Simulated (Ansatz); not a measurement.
Crystal structures of germanium under PBE

Level of theory: Ansatz, DFT, PBE, plane waves (420 eV) with PAW, scalar-relativistic.

Each structure is relaxed within its own symmetry, so a high-lying one may be dynamically unstable.

```tsv
structure	ΔE (meV/atom)	V (Å³/atom)	cell	magnetic state
diamond	0	24.04	a = 5.772 Å	spin not included
ST12	144	21.46	a = 6.000 Å, c = 7.152 Å (c/a = 1.192)	spin not included
beta-Sn type	227	19.31	a = 5.197 Å, c = 2.860 Å (c/a = 0.550)	spin not included
simple cubic	242	19.99	a = 2.714 Å	spin not included
omega (AlB2-type)	328	19.38	a = 4.909 Å, c = 2.786 Å (c/a = 0.568)	spin not included
fcc	329	19.56	a = 4.277 Å	spin not included
dhcp	334	19.53	a = 3.022 Å, c = 9.877 Å (c/a = 3.269)	spin not included
bcc	335	19.33	a = 3.382 Å	spin not included
hcp	336	19.35	a = 3.066 Å, c = 4.753 Å (c/a = 1.550)	spin not included
A15	382	19.93	a = 5.423 Å	spin not included
```

ΔE counts from diamond.

Differences under about 8 meV lie within the error of the k-point mesh.
